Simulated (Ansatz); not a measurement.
Energy, volume and coordination in B₅As₂

Computed with DFT PBE, scalar-relativistic, plane waves, PAW in Ansatz. All cells share a 420 eV cutoff and Γ-centred k meshes spaced at most about 0.3 Å⁻¹ (about 0.25 or finer for metals, 2π included). No spin polarisation.

Temperature and zero-point effects are left out. Rows are sorted by volume; energies count from the lowest form computed. Coordination counts B atoms around As (those within 1.25 times the shortest such distance or 1.15 times the sum of covalent radii, 1.27 where that leaves under three).

| row | form | source | atoms | coordination | V (Å³/atom) | gap on mesh (eV) | ΔE (meV/atom) |
| --- | --- | --- | --- | --- | --- | --- | --- |
| 1 | P-3m1 | invented | 7 | As 4 | 10.7 | 0 | 0 |
| 2 | Fd-3m | invented | 14 | As 6 | 11.2 | 0 | 611 |
| 3 | Amm2 | invented | 7 | As 2 | 12.5 | 0 | 49 |
| 4 | P-1 | invented | 7 | As 2 | 12.6 | 0 | ? |
| 5 | Fmmm | invented | 14 | As 5 | 18.6 | 0.86 | 52 |

The cell of row 4:

```xyz
7
Lattice="2.9604 0.0000 0.0000 0.3124 5.2197 0.0000 1.4777 1.6297 5.7006" Properties=species:S:1:pos:R:3 pbc="T T T"
B     3.1155    4.0550    4.9129
B     1.6350    2.7944    0.7877
B     0.1562    2.6098    0.0000
B     3.0893    3.6045    3.2736
B     1.6613    3.2449    2.4270
As    0.8344    5.2138    1.8975
As    3.9161    1.6356    3.8030
```

Task: Estimate the missing energy, and say where the row ranks.

Result: 75 meV/atom, which puts it above row 5 and below row 2. Counting B atoms around As, row 4 has As 2 and the lowest form (row 1) has As 4. Row 4 holds B–B nets (shortest 1.62 Å) and As–As pairs (shortest 2.55 Å); the lowest form (row 1) holds B–B nets (shortest 1.69 Å).

An observed structure of this formula, if there is one, may be missing.

For metals, differences of a few meV/atom aren't resolved. No dispersion correction is applied, so the spacing and binding between layers, chains or molecules are poorly described (Fmmm), and this can change margins and order among such cells. Kohn–Sham gaps at this level usually fall short of measured ones. In P-3m1, Amm2, P-1 an odd number of electrons in the primitive cell allows no gap without spin; a larger cell or a magnetic state could open one. Cells relaxed within their symmetry can be saddle points. Some structure types and database cells were kept out of the candidates from the start, so a known form may be missing.
